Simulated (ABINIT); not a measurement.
TiCo:

```
Co Ti
1.0
     2.98611    0.00000    0.00000
     0.00000    2.98611    0.00000
     0.00000    0.00000    2.98611
Co Ti
1 1
Direct
  0.50000 0.50000 0.50000
  0.00000 0.00000 0.00000
```

The cell comes from a database or a generator and needn't be the stable form of this composition.

Base run:

* Program: ABINIT 10.8.3 (patched build)
* Functional: revPBE
* Potentials or basis: JTH PAW PBE v2.0
* Cutoff: 707 eV
* k mesh: 9 × 9 × 9
* Occupations: fermi-dirac, width 0.05 eV
* Spin: collinear spin, ferromagnetic start
* Starting moments: [2.0, 1.0] μB

Its results: band gap on the k mesh none (metal or under the smearing width); pressure 2.9 GPa; net moment 0.83 μB per cell; site moments Co +0.96; Ti -0.04 μB.

**Question.** After a change of settings the same cell gave: band gap on the k mesh none (metal or under the smearing width); pressure -6.5 GPa; net moment 0.90 μB per cell; site moments Co +0.96; Ti -0.02 μB. Which change was it?
A. functional from revPBE to PBEsol; k mesh from 9 × 9 × 9 to 5 × 5 × 5
B. functional from revPBE to WC
C. functional from revPBE to RPBE

**Answer.** A.

Caveats: some runs use coarse meshes; small starting moments can end in a higher magnetic state in this program; the PAW data sets were made with another functional, which shifts forces and pressure a little.

Runs at the PBE level aren't shown here.
